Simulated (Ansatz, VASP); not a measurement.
**SiC: VASP beside Ansatz**

```
Si C
1.0
     3.13289    0.00000    0.00000
    -1.56645    2.71316    0.00000
     0.00000    0.00000    4.82095
Si C
2 2
Direct
  0.33333 0.66667 0.25000
  0.66667 0.33333 0.75000
  0.66667 0.33333 0.25000
  0.33333 0.66667 0.75000
```

Alike in both runs: task single point; functional PBE; k mesh 9 × 9 × 4; occupations fermi-dirac, width 0.02 eV; no spin polarisation.

|  | VASP | Ansatz |
| --- | --- | --- |
| version | VASP 6.6.1 | Ansatz 0.2.0 |
| potentials or method | VASP PAW PBE potentials, release 64 (Si, C) | plane waves, PAW |
| plane-wave cutoff (eV) | 520 | 420 |
| valence electrons in the cell | 16 | 16 |

Ansatz gave:

```
pressure (GPa)                                  : 7.0
largest component of the traceless stress (GPa) : 4.95
```

Q: Estimate VASP's values.

A: Pressure (GPa): 6.9; largest component of the traceless stress (GPa): 4.80.
